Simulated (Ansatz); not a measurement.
# BaTiO3 (P1) in Ansatz: band structure with PBEsol

Aim: the band structure of BaTiO3 with PBEsol.

Program: Ansatz 0.2.0. These are calculated values, not measurements. Logs are shortened: lines on timing, memory, paths and dates and some standing lists are left out, and cuts for length are marked.

### 1 Starting point

The typed cell holds 10 atoms: a = 4.004 Å, b = 5.655 Å, c = 5.670 Å, α = 90.00°, β = 90.21°, γ = 90.00°.

### 2 Band structure, PBEsol

input.yaml reads:

```yaml
crystal:
  lattice:
    - [-2.82766816, -1.63255497, -2.31773161]
    - [2.82766816, -4.89766492, 0.0]
    - [-2.82766816, -1.63255497, 4.63546322]
  atoms:
    - { symbol: Ba, position: [0.01574546, 0.99510673, 0.97325899] }
    - { symbol: Ba, position: [0.98425454, 0.50489327, 0.52674101] }
    - { symbol: Ti, position: [0.50385971, 0.9895382, 0.503622] }
    - { symbol: Ti, position: [0.46814029, 0.5104618, 0.024378] }
    - { symbol: O, position: [0.53055, 0.23162339, 0.73315727] }
    - { symbol: O, position: [0.48625, 0.75827661, 0.23994273] }
    - { symbol: O, position: [0.47921711, 0.75734423, 0.73348461] }
    - { symbol: O, position: [0.53758289, 0.25275577, 0.23961539] }
    - { symbol: O, position: [0.99088784, 0.02893112, 0.47950327] }
    - { symbol: O, position: [0.04611216, 0.47106888, 0.00369673] }
hamiltonian:
  xc: pbesol
  pseudopotentials: { kind: paw }
kpoints:
  mp_grid: { grid: [7, 5, 5] }
  band_path:
    path:
      - [[0.0, 0.0, 0.0], [0.0, 0.0, 0.5], [-0.4987186014, 0.0, 0.502576104], [-0.5, 0.0, 0.5], [-0.5, 0.5, 0.5], [-0.5012813986, 0.5, 0.497423896], [-0.5, 0.5, 0.0], [-0.5, 0.0, 0.0], [-0.5012813986, 0.0, 0.497423896]]
      - [[-0.4987186014, 0.5, 0.502576104], [0.0, 0.5, 0.5], [0.0, 0.5, 0.0]]
      - [[0.0, 0.0, 0.5], [0.0, 0.5, 0.5]]
    npoints: 10
scf:
  occupations: { method: fermi_dirac, width: 0.05 }
  n_extra_bands: 25
output:
  forces: true
  stress: true
  eigenvalues: true
  fatbands: false
```

Potentials or basis: Ansatz PAW.

Started as:

```sh
$ ansatz run input.yaml --threads 4 --pin off --max-ram 11264MiB --backend cpu --events-out ev --progress --plain --runs-dir out
```

The log of the run:

```text
Warning: RAYON_NUM_THREADS=4 ignored (pool sized by the plan → 4); use --threads N
scf.n_extra_bands = 25 over 40 filled bands (N_el = 80.0): the run solves 65 bands
Engine: ansatz 0.2.0, x86_64-unknown-linux-gnu
Pseudopotentials: kind: paw
Pseudopotential: Ba, paw, valence charge 10, recommended cutoff 420 eV (normal), Ba.paw.azcp
Pseudopotential: Ti, paw, valence charge 12, recommended cutoff 420 eV (normal), Ti.paw.azcp
Pseudopotential: O, paw, valence charge 6, recommended cutoff 420 eV (normal), O.paw.azcp
Functional definition: PBEsol
  exchange = pbesol_x
  correlation = pbesol_c
Crystal: 10 atoms, lattice volume = 128.393 Å³
Basis set: ecut = 420 eV, 2497 PW (Γ), exchange–correlation on 54×80×80 points (8 copies of the dense FFT grid, shifted against one another)
Bands: 65, of which v1, the nominal top of the filled ones, is band 40 counted from 1 (39 counted from 0)
Symmetry: 1 space group operations
Space group: P1 (ITA 1), of the structure as read, at distance tolerance 5.0e-5 Å
k-points: 88 of 175 (time reversal used)
Non-local potential: Ba, projectors of the file, l = 0: 3, l = 1: 2, l = 2: 2, l = 3: 2
Non-local potential: Ti, projectors of the file, l = 0: 3, l = 1: 2, l = 2: 3, l = 3: 1
Non-local potential: O, projectors of the file, l = 0: 2, l = 1: 2, l = 2: 1
PAW form: soft (Blöchl's): semilocal exchange-correlation on the pseudo side does not see the compensation charge
PAW frozen core: Ba, regenerated for the run's functional, and the local potential with it (the file was generated under x = pbe(κ = 0.804, μ = 0.2195149727645171), c = pbe(β = 0.06672455060314922))
PAW frozen core: Ti, regenerated for the run's functional, and the local potential with it (the file was generated under x = pbe(κ = 0.804, μ = 0.2195149727645171), c = pbe(β = 0.06672455060314922))
PAW frozen core: O, regenerated for the run's functional, and the local potential with it (the file was generated under x = pbe(κ = 0.804, μ = 0.2195149727645171), c = pbe(β = 0.06672455060314922))
PAW one-centre angular grid: Ba, 194 points (default); XC on 64 Gauss nodes
PAW one-centre angular grid: Ti, 590 points (default); XC on 64 Gauss nodes
PAW one-centre angular grid: O, 110 points (default); XC on 64 Gauss nodes
Initial density: superposition of atomic densities (neutral atoms: chi_scale 0, normalization atom), corrected by the library's trained network
Initial wavefunctions: pseudopotential atomic-orbital guess
Functional: x = pbesol(κ = 0.804, μ = 0.12345679012345678), c = pbesol(β = 0.046)
SCF iter   1: F=—  HF=-20054.093923 eV  |F-HF|=—  |Δ(HF+E_count)|=         —  Δρ=1.60e-2  dr2=2.80e-1  ethr=1.77e-3  ⟨swp⟩=6.0  Hψ=26250  notcnv=0  defer=839
preconditioner: auto → Resta (q_TF=auto, 2.521 Å⁻¹)  ε∞=4.1  [insulator: Δε(μ)=2.099 eV  Ē_g=14.838 eV  σ=0.050 eV  W_gap=1.00  n_scr=38 (ndim 8)  ℏωp=26.2 eV  f_vac=0.000  D(μ)=0.00/eV (n_scr^D=0)  ε∞_Penn≈4.1]
SCF iter   2: F=—  HF=-20054.038468 eV  |F-HF|=—  |Δ(HF+E_count)|=   5.55e-2  Δρ=5.74e-3  dr2=4.45e-2  ethr=3.50e-4  ⟨swp⟩=3.0  Hψ=9516  notcnv=0  defer=1582
SCF iter   3: F=—  HF=-20054.030973 eV  |F-HF|=—  |Δ(HF+E_count)|=   7.49e-3  Δρ=1.15e-3  dr2=1.78e-3  ethr=5.56e-5  ⟨swp⟩=2.0  Hψ=5721  notcnv=0  defer=1583
SCF iter   4: F=—  HF=-20054.030753 eV  |F-HF|=—  |Δ(HF+E_count)|=   2.20e-4  Δρ=1.41e-4  dr2=2.13e-5  ethr=2.23e-6  ⟨swp⟩=2.0  Hψ=6841  notcnv=0  defer=1583
SCF iter   5: F=—  HF=-20054.030640 eV  |F-HF|=—  |Δ(HF+E_count)|=   1.13e-4  Δρ=2.78e-5  dr2=9.39e-7  ethr=2.67e-8  ⟨swp⟩=2.1  Hψ=7400  notcnv=0  defer=1583
SCF iter   6: F=-20054.030641 eV  HF=-20054.030641 eV  |F-HF|=2.21e-8  |Δ(HF+E_count)|=   4.11e-7  Δρ=7.57e-6  dr2=8.63e-8  ethr=1.25e-10  ⟨swp⟩=19.2  Hψ=39528  notcnv=0
SCF 1 converged in 6 iterations: F = -20054.030641 eV  dr2 = 8.63e-8
NSCF: frozen V_eff on 113 k-points
SCF converged after 6 iterations
Free energy (F): -20054.030641 eV
Harris-Foulkes:  -20054.030641 eV  (|F-HF|=2.21e-8)
Internal energy: -20054.030641 eV  (E = F + TS)
E sigma→0 (E₀):  -20054.030641 eV
Fermi energy:    11.492534 eV
--- Per-component energies (eV) ---
  E_band       = -285.722150
  E_kinetic    = 1940.997781
  E_local      = -4277.288200  (includes V_loc(G=0)·N_el)
  E_nonlocal   = 415.700213
  E_hartree    = 1671.759502
  E_xc         = -973.228263
  E_vxc        = -1087.133603  (∫ρ·V_xc dr)
  E_paw        = -13235.135834  (= ΣΔE_a)
  E_vpaw       = -621.540683  (= ΣTr[D̂ρ^β])
  E_aug_tail   = 0.014811  (compensation charges beyond the density's cutoff)
  E_ewald      = -5597.644013
  E_core_change = 0.793362  (= ΣΔE_core)
  E_smearing   = -0.000000  (= −TS)
  E_closure    = 0.000000  (closes the sum)
  Σ components = -20054.030641   (vs F -20054.030641, Δ=0.00e0)
--- Forces (eV/Å), atoms counted from 1 ---
  atom   1  Ba     0.24368231    -0.90154904     1.14971693
  atom   2  Ba    -0.05082178     1.01807383    -0.86130691
  atom   3  Ti     1.52580801    -2.11980458    -0.66316185
  atom   4  Ti    -2.96044956     0.74133954    -0.74643207
  atom   5  O      0.66189977    -0.43029284     0.76340106
  atom   6  O     -0.40293810     0.34498163    -0.43882426
  atom   7  O     -1.29696158     0.50895417     0.18522872
  atom   8  O      1.29857552    -0.33586538    -0.16178632
  atom   9  O     -1.30401366     0.83852247    -0.19881228
  atom  10  O      2.28523305     0.33563007     0.97204906
  max |Σ_I F_I| component: 7.21e-5 eV/Å
--- Stress (GPa, compression-positive) ---
        2.951008       1.379263       2.024716
        1.379264       1.331858      -0.370217
        2.024718      -0.370216       2.342980
  P = ⅓ Tr σ = 2.2086 GPa (22.086 kbar)
--- Band table (eV; the first three rows and the last of 88) ---
  k-point 0: bands = ["-45.7364", "-45.7170", "-22.3558", "-22.1920", "-22.1805", "-22.1178", "-22.0707", "-22.0545", "-14.5470", "-14.2979", "-6.7460", "-6.5033", "-6.3131", "-5.9543", "-5.5202", "-5.3201", "0.1371", "0.1642", "0.2808", "0.3279", "0.4063", "0.6962", "5.8907", "6.0535", "6.3854", "7.0820", "7.1598", "7.8194", "7.9441", "7.9822", "8.1929", "8.4531", "8.5364", "9.0000", "9.1167", "9.2682", "9.7884", "9.9485", "10.0590", "10.2540", "12.5637", "12.7479", "12.8273", "14.1183", "14.2623", "14.4512", "14.7872", "14.8695", "15.1730", "15.2198", "15.5565", "17.0962", "17.9252", "18.0920", "18.2213", "18.7178", "18.7697", "19.0118", "20.0313", "20.1149", "20.2111", "20.4019", "20.7933", "21.1090", "21.2306"]
  k-point 1: bands = ["-45.7364", "-45.7170", "-22.3558", "-22.1907", "-22.1772", "-22.1215", "-22.0707", "-22.0562", "-14.5287", "-14.3095", "-6.7667", "-6.5418", "-6.3207", "-5.9638", "-5.5200", "-5.2981", "0.1302", "0.2376", "0.3048", "0.3314", "0.5219", "0.6628", "6.0525", "6.2464", "6.5029", "7.1440", "7.2228", "7.6527", "7.8029", "7.9009", "8.1039", "8.2020", "8.5499", "8.7282", "9.0811", "9.2925", "9.5931", "9.8031", "9.9567", "10.1168", "12.7656", "12.8560", "12.9649", "13.9939", "14.1832", "14.3243", "14.9630", "15.1051", "15.4607", "15.5039", "15.6493", "17.4287", "17.8189", "17.9501", "18.2159", "18.7481", "18.8960", "19.0494", "19.6349", "19.8628", "20.0244", "20.4789", "20.8818", "20.9315", "21.0740"]
  k-point 2: bands = ["-45.7364", "-45.7171", "-22.3557", "-22.1885", "-22.1707", "-22.1286", "-22.0707", "-22.0590", "-14.4930", "-14.3343", "-6.8109", "-6.5900", "-6.3312", "-5.9757", "-5.5142", "-5.2765", "0.1378", "0.2910", "0.3479", "0.4077", "0.5946", "0.7099", "6.3912", "6.6799", "6.8601", "7.1011", "7.2996", "7.4230", "7.5788", "7.6923", "7.7573", "7.9711", "8.2047", "8.5250", "9.1034", "9.2139", "9.3392", "9.6201", "9.8161", "9.8895", "13.0543", "13.1908", "13.3355", "13.6971", "13.8993", "14.0014", "15.1819", "15.4721", "15.9271", "16.1702", "16.4401", "17.1213", "17.3115", "17.8994", "18.3101", "18.5724", "18.9520", "19.1641", "19.3975", "19.5505", "19.9182", "20.5728", "20.9198", "21.0577", "21.1295"]
  k-point 87: bands = ["-45.7355", "-45.7161", "-22.4033", "-22.1899", "-22.1680", "-22.1279", "-22.1181", "-22.0523", "-14.4074", "-14.2500", "-6.8301", "-6.2704", "-6.1932", "-5.7141", "-5.4421", "-5.2776", "-0.3185", "-0.2199", "-0.1143", "0.4546", "0.5375", "0.6203", "5.8624", "6.2029", "6.5899", "6.7199", "6.7798", "7.0671", "7.3351", "7.4844", "7.7041", "7.8267", "8.0114", "8.5408", "8.8910", "9.1421", "9.3056", "9.9062", "9.9743", "10.3121", "13.1049", "13.8938", "13.9290", "14.3902", "14.4474", "14.5728", "15.1215", "16.3568", "16.9803", "17.1273", "17.4493", "17.7089", "17.8705", "18.1282", "18.4154", "18.8883", "19.0045", "19.6014", "19.7812", "20.1225", "20.4104", "20.6252", "20.9360", "21.0328", "21.1602"]
```

Run time: 29 s. Hardware: 4 threads of Intel Xeon Platinum 8259CL at 2.50GHz (Skylake/Cascade Lake), shared host; peak memory 0.93 GiB.

What came out:

- Free energy: -20054.0306 eV
- Pressure: 2.2 GPa
- Largest force: 3.142 eV/Å
- Band gap on the k mesh: 2.24 eV, indirect (least direct gap 2.31 eV)
- Band gap along the path: 2.20 eV, indirect (least direct gap 2.31 eV)

Forces in eV/Å, atoms in the order of the input:
```
Ba   0.244 -0.902  1.150
Ba  -0.051  1.018 -0.861
Ti   1.526 -2.120 -0.663
Ti  -2.960  0.741 -0.746
O    0.662 -0.430  0.763
O   -0.403  0.345 -0.439
O   -1.297  0.509  0.185
O    1.299 -0.336 -0.162
O   -1.304  0.839 -0.199
O    2.285  0.336  0.972
```

Levels at the corners of the path, in eV from the valence-band top:
```
point  band 38  band 39  band 40  band 41  band 42  band 43
    Γ    -0.41    -0.30    -0.11     2.20     2.39     2.46
    Y    -0.76    -0.55    -0.54     2.78     2.89     3.10
    H    -0.96    -0.40    -0.12     3.29     3.47     3.64
    C    -0.96    -0.40    -0.12     3.29     3.47     3.64
    E    -0.90    -0.18    -0.01     3.56     3.64     3.71
   M1    -0.90    -0.18    -0.01     3.56     3.64     3.71
    A    -0.59    -0.41    -0.17     3.17     3.55     3.63
    X    -0.18    -0.12     0.00     2.33     3.55     3.64
   H1    -0.96    -0.40    -0.12     3.29     3.47     3.64
    M    -0.90    -0.18    -0.01     3.56     3.64     3.71
    D    -1.07    -0.87    -0.43     2.48     2.50     3.57
    Z    -0.80    -0.42    -0.27     2.63     2.92     3.11
    Y    -0.76    -0.55    -0.54     2.78     2.89     3.10
    D    -1.07    -0.87    -0.43     2.48     2.50     3.57
```

Caveat: the pressure holds a Pulay correction of +0.6 GPa for the finite cutoff; spin-orbit coupling is left out, which moves the levels of the heavy elements; the PAW data sets come from PBE, with cores solved anew for the run's functional, which leaves a small shift of forces and pressure; forces of over 1 eV/Å show positions far from the minimum, so gaps and moduli don't describe the material at rest.
